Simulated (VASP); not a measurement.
# SnTe (Fm-3m) in VASP: a series of runs

Runs on SnTe. Level: LDA. Tasks: single point.

All numbers are computed with VASP 6.6.1; they aren't measurements. Logs are shortened: lines on timing, memory, paths and dates and some standing lists are left out, and cuts for length are marked.

**Experimental background.**

A printed reference work, textbook reports, for a bulk crystal of SnTe at 300 K: band gap 0.18 eV (direct).

The runs below are set against these values where they give the same quantity.

**1. The cell of the first run**

Symmetry: Fm-3m, No. 225, cubic system. The conventional cell has a = 6.129 Å, b = 6.129 Å, c = 6.129 Å, α = 90.00°, β = 90.00°, γ = 90.00°. Sn (site symmetry m-3m) has 6 Te at 3.06 Å within 4.0 Å. Te (site symmetry m-3m) has 6 Sn at 3.06 Å within 4.0 Å.

**2. Single point, LDA**

File INCAR:

```
SYSTEM = SnTe
PREC     = Accurate       ! precision mode
ENCUT    = 500            ! plane-wave cutoff, eV
EDIFF    = 1E-6           ! SCF threshold, eV
ISMEAR   = 0              ! smearing method
SIGMA    = 0.01           ! smearing width, eV
LREAL    = .False.        ! projectors in reciprocal space
LASPH    = .True.         ! aspherical terms in the spheres
NELM     = 120            ! most SCF steps
ALGO     = Normal         ! electronic algorithm
ISIF     = 2              ! what is computed and relaxed
LWAVE    = .False.        ! write WAVECAR
LCHARG   = .False.        ! write CHGCAR
GGA      = CA             ! functional
NBANDS   = 17             ! bands
GGA_COMPAT= .False.
```

File KPOINTS:

```
Automatic mesh
0
Gamma
  6 6 6
  0 0 0
```

File POSCAR:

```
SnTe
1.0
    0.0000000000      3.0644815031      3.0644815031
    3.0644815031      0.0000000000      3.0644815031
    3.0644815031      3.0644815031      0.0000000000
Sn Te
1 1
Direct
    0.0000000000      0.0000000000      0.0000000000
    0.5000000000      0.5000000000      0.5000000000
```

Potentials or basis: VASP PAW LDA potentials, release 64 (Sn_d, Te).

On the command line:

```
$ cat potpaw_LDA.64/Sn_d/POTCAR potpaw_LDA.64/Te/POTCAR > POTCAR
$ mpirun -np 1 vasp_std > vasp.out
```

OUTCAR:

```text
SYSTEM = SnTe
   PREC = Accurate
   ENCUT = 500
   EDIFF = 1E-6
   ISMEAR = 0
   LREAL = .False.
   LASPH = .True.
   NELM = 120
   ISIF = 2
   GGA = CA

 ion  position               nearest neighbor table
   1  0.000  0.000  0.000-   2 3.06   2 3.06   2 3.06   2 3.06   2 3.06   2 3.06
   2  0.500  0.500  0.500-   1 3.06   1 3.06   1 3.06   1 3.06   1 3.06   1 3.06

  LATTYP: Found a face centered cubic cell.
 ALAT       =     6.1289630062

  Lattice vectors:

 A1 = (   0.0000000000,   3.0644815031,   3.0644815031)
 A2 = (   3.0644815031,   0.0000000000,   3.0644815031)
 A3 = (   3.0644815031,   3.0644815031,   0.0000000000)

Analysis of symmetry for initial positions (statically):
=====================================================================
 Subroutine PRICEL returns:
 Original cell was already a primitive cell.

 Routine SETGRP: Setting up the symmetry group for a
 face centered cubic supercell.

 Subroutine GETGRP returns: Found 48 space group operations
 (whereof 48 operations were pure point group operations)
 out of a pool of 48 trial point group operations.

The static configuration has the point symmetry O_h .

Analysis of symmetry for dynamics (positions and initial velocities):
=====================================================================
 Subroutine PRICEL returns:
 Original cell was already a primitive cell.

 Routine SETGRP: Setting up the symmetry group for a
 face centered cubic supercell.

 Subroutine GETGRP returns: Found 48 space group operations
 (whereof 48 operations were pure point group operations)
 out of a pool of 48 trial point group operations.

The dynamic configuration has the point symmetry O_h .

 Subroutine INISYM returns: Found 48 space group operations
 (whereof 48 operations are pure point group operations),
 and found     1 'primitive' translations

----------------------------------------------------------------------------------------

                                     Primitive cell

  volume of cell :      57.5574

  direct lattice vectors                    reciprocal lattice vectors
     0.000000000  3.064481503  3.064481503    -0.163159738  0.163159738  0.163159738
     3.064481503  0.000000000  3.064481503     0.163159738 -0.163159738  0.163159738
     3.064481503  3.064481503  0.000000000     0.163159738  0.163159738 -0.163159738

  length of vectors
     4.333831303  4.333831303  4.333831303     0.282600956  0.282600956  0.282600956

  position of ions in fractional coordinates (direct lattice)
     0.000000000  0.000000000  0.000000000
     0.500000000  0.500000000  0.500000000

  ion indices of the primitive-cell ions
   primitive index   ion index
                 1           1
                 2           2

----------------------------------------------------------------------------------------

 KPOINTS: Automatic mesh

Automatic generation of k-mesh.
 Grid dimensions read from file:
 generate k-points for:    6    6    6

 Generating k-lattice:

  Cartesian coordinates                     Fractional coordinates (reciprocal lattice)
    -0.027193290  0.027193290  0.027193290     0.166666667  0.000000000  0.000000000
     0.027193290 -0.027193290  0.027193290     0.000000000  0.166666667  0.000000000
     0.027193290  0.027193290 -0.027193290     0.000000000  0.000000000  0.166666667

  Length of vectors
     0.047100159  0.047100159  0.047100159

  Shift w.r.t. Gamma in fractional coordinates (k-lattice)
     0.000000000  0.000000000  0.000000000

 Subroutine IBZKPT returns following result:
 ===========================================

 Found     16 irreducible k-points:

 Following reciprocal coordinates:
            Coordinates               Weight
  0.000000  0.000000  0.000000      1.000000
  0.166667  0.000000  0.000000      8.000000
  0.333333  0.000000  0.000000      8.000000
  0.500000  0.000000  0.000000      4.000000
  0.166667  0.166667  0.000000      6.000000
  0.333333  0.166667  0.000000     24.000000
[... 8 lines left out ...]
 -0.333333  0.333333  0.166667     24.000000
 -0.333333  0.500000  0.166667     12.000000
   k-points           NKPTS =     16   k-points in BZ     NKDIM =     16   number of bands    NBANDS=     17
   number of dos      NEDOS =    301   number of ions     NIONS =      2
   total plane-waves  NPLWV =  32768
   dimension x,y,z NGX =    32 NGY =   32 NGZ =   32
   dimension x,y,z NGXF=    64 NGYF=   64 NGZF=   64
   ions per type =               1   1
   NGX,Y,Z   is equivalent  to a cutoff of  12.28, 12.28, 12.28 a.u.
   NGXF,Y,Z  is equivalent  to a cutoff of  24.55, 24.55, 24.55 a.u.
 SYSTEM =  SnTe
   PREC   = accura    normal or accurate (medium, high low for compatibility)
   ISTART =      0    job   : 0-new  1-cont  2-samecut
   ICHARG =      2    charge: 1-file 2-atom 10-const
   ISPIN  =      1    spin polarized calculation?
   LNONCOLLINEAR =      F non collinear calculations
   LSORBIT =      F    spin-orbit coupling
   LASPH  =      T    aspherical Exc in radial PAW
   ENCUT  =  500.0 eV  36.75 Ry    6.06 a.u.   7.90  7.90  7.90*2*pi/ulx,y,z
   NELM   =    120;   NELMIN=  2; NELMDL= -5     # of ELM steps
   EDIFF  = 0.1E-05   stopping-criterion for ELM
   LREAL  =      F    real-space projection
   EDIFFG = 0.1E-04   stopping-criterion for IOM
   NSW    =      0    number of steps for IOM
   IBRION =     -1    ionic relax: 0-MD 1-quasi-New 2-CG
   NFREE  =      0    steps in history (QN), initial steepest desc. (CG)
   ISIF   =      2    stress and relaxation
   ISYM   =      2    0-nonsym 1-usesym 2-fastsym
   POTIM  = 0.5000    time-step for ionic-motion
   TEBEG  =    0.0;   TEEND  =   0.0 temperature during run
   PSTRESS=    0.0 pullay stress
   NELECT =      20.0000    total number of electrons
   NUPDOWN=      -1.0000    fix difference up-down
   EMIN   =  10.00;   EMAX   =-10.00  energy-range for DOS
   EFERMI =   0.00;   METHOD = LEGACY
   ISMEAR =     0;   SIGMA  =   0.01  broadening in eV -4-tet -1-fermi 0-gaus
   EFERMI_NEDOS =   21; number of points for ismear=-14 and -15
   IALGO  =     38    algorithm
   IMIX   =      4    mixing-type and parameters
     AMIX     =   0.40;   BMIX     =  1.00
     AMIX_MAG =   1.60;   BMIX_MAG =  1.00
  volume/ion in A,a.u.               =      28.78       194.21
  Fermi-wavevector in a.u.,A,eV,Ry     =   1.150936  2.174954 18.023006  1.324654
  Thomas-Fermi vector in A             =   2.287597
   LORBIT       =      0    0 simple, 1 ext, 2 COOP (PROOUT), +10 PAW based schemes
   GGA     = CA    functional components
   LHFCALC =     F    Hartree Fock is set to
   AEXX    =    0.0000 exact exchange contribution
   IVDW    =     0    specifies the selected vdW correction
   LEPSILON=     F    determine dielectric tensor
   LRPA    =     F    only Hartree local field effects (RPA)
 non-spin polarized calculation
 Gauss-broadening in eV      SIGMA  =   0.01
  energy-cutoff  :      500.00
  volume of cell :       57.56
 maximum number of plane-waves:      1476
   NGX = 15   NGY = 15   NGZ = 15

 number of electron      19.9999990 magnetization

 Free energy of the ion-electron system (eV)
  ---------------------------------------------------
  ext. energy  EPLUGINS =         0.00000000
  ---------------------------------------------------
  free energy    TOTEN  =        -8.80493543 eV

  energy without entropy =       -8.80493543  energy(sigma->0) =       -8.80493543

 E-fermi :   7.8387     XC(G=0): -10.1108

 val. band max:        7.7284874266   @ k =   0.5000   0.0000   0.0000
 cond. band min:       8.0263871289   @ k =   0.5000   0.0000   0.0000
 fundamental gap:      0.2978997023
 Fermi energy:         7.8386650356

 k-point     1 :       0.0000    0.0000    0.0000
  band No.  band energies     occupation
      1     -14.0377      2.00000
      2     -14.0377      2.00000
      3     -14.0226      2.00000
      4     -14.0226      2.00000
      5     -14.0226      2.00000
      6      -5.6354      2.00000
[... 9 lines left out ...]
     16      12.4592      0.00000
     17      14.3656      0.00000

 k-point     2 :       0.1667    0.0000    0.0000
  band No.  band energies     occupation
      1     -14.0394      2.00000
      2     -14.0394      2.00000
      3     -14.0221      2.00000
      4     -14.0204      2.00000
      5     -14.0204      2.00000
      6      -5.3731      2.00000
[... 9 lines left out ...]
     16      13.0543      0.00000
     17      16.3047      0.00000

 k-point     3 :       0.3333    0.0000    0.0000
  band No.  band energies     occupation
      1     -14.0436      2.00000
      2     -14.0436      2.00000
      3     -14.0212      2.00000
      4     -14.0154      2.00000
      5     -14.0154      2.00000
      6      -4.6747      2.00000
[... 9 lines left out ...]
     16      14.6595      0.00000
     17      18.9887      0.00000

 k-point     4 :       0.5000    0.0000    0.0000
  band No.  band energies     occupation
      1     -14.0458      2.00000
      2     -14.0458      2.00000
      3     -14.0208      2.00000
      4     -14.0128      2.00000
      5     -14.0128      2.00000
      6      -4.1260      2.00000
[... 9 lines left out ...]
     16      16.7506      0.00000
     17      16.8512      0.00000
[... 183 lines left out ...]
      1     -14.0536      2.00000
      2     -14.0382      2.00000
      3     -14.0224      2.00000
      4     -14.0134      2.00000
      5     -14.0110      2.00000
      6      -4.1581      2.00000
[... 9 lines left out ...]
     16      16.2552      0.00000
     17      17.0907      0.00000

 k-point    15 :      -0.3333    0.3333    0.1667
  band No.  band energies     occupation
      1     -14.0544      2.00000
      2     -14.0401      2.00000
      3     -14.0182      2.00000
      4     -14.0167      2.00000
      5     -14.0088      2.00000
      6      -3.7687      2.00000
[... 9 lines left out ...]
     16      17.8267      0.00000
     17      17.9604      0.00000

 k-point    16 :      -0.3333    0.5000    0.1667
  band No.  band energies     occupation
      1     -14.0601      2.00000
      2     -14.0360      2.00000
      3     -14.0233      2.00000
      4     -14.0124      2.00000
      5     -14.0066      2.00000
      6      -3.6585      2.00000
[... 9 lines left out ...]
     16      18.3002      0.00000
     17      19.1944      0.00000

------------------------ aborting loop because EDIFF is reached ----------------------------------------

  FORCE on cell =-STRESS in cart. coord.  units (eV):
  Direction    XX          YY          ZZ          XY          YZ          ZX
  --------------------------------------------------------------------------------------
  -------------------------------------------------------------------------------------
  Total        1.0958780      1.0958780      1.0958780      0.0000000      0.0000000     -0.0000000
  in kB       30.5050518     30.5050518     30.5050518      0.0000000      0.0000000     -0.0000000
  external PRESSURE =      30.5050518 kB  Pullay stress =       0.0000000 kB

 VOLUME and BASIS-vectors are now :
 -----------------------------------------------------------------------------
  energy-cutoff  :      500.00
  volume of cell :       57.56
      direct lattice vectors                 reciprocal lattice vectors
     0.000000000  3.064481503  3.064481503    -0.163159738  0.163159738  0.163159738
     3.064481503  0.000000000  3.064481503     0.163159738 -0.163159738  0.163159738
     3.064481503  3.064481503  0.000000000     0.163159738  0.163159738 -0.163159738

 POSITION                                       TOTAL-FORCE (eV/Angst)
 -----------------------------------------------------------------------------------
      0.00000      0.00000      0.00000         0.000000      0.000000      0.000000
      3.06448      3.06448      3.06448         0.000000      0.000000     -0.000000
 -----------------------------------------------------------------------------------
    total drift:                                0.000000     -0.000000     -0.000000

  FREE ENERGIE OF THE ION-ELECTRON SYSTEM (eV)
  ---------------------------------------------------
  free  energy   TOTEN  =        -8.8049354295 eV

  energy  without entropy=       -8.8049354295  energy(sigma->0) =       -8.80493543
```

Wall time 17 s (1 thread of Intel Xeon 8259CL, shared host); peak memory 0.16 GiB.

Results:

```
Free energy            : -8.8049 eV
Pressure               : 3.1 GPa
Band gap on the k mesh : 0.30 eV, direct
```

Caveat: spin-orbit coupling is left out, which moves the levels of the heavy elements. A k mesh can miss the band edges.

(Continued in part 2 of 2.)
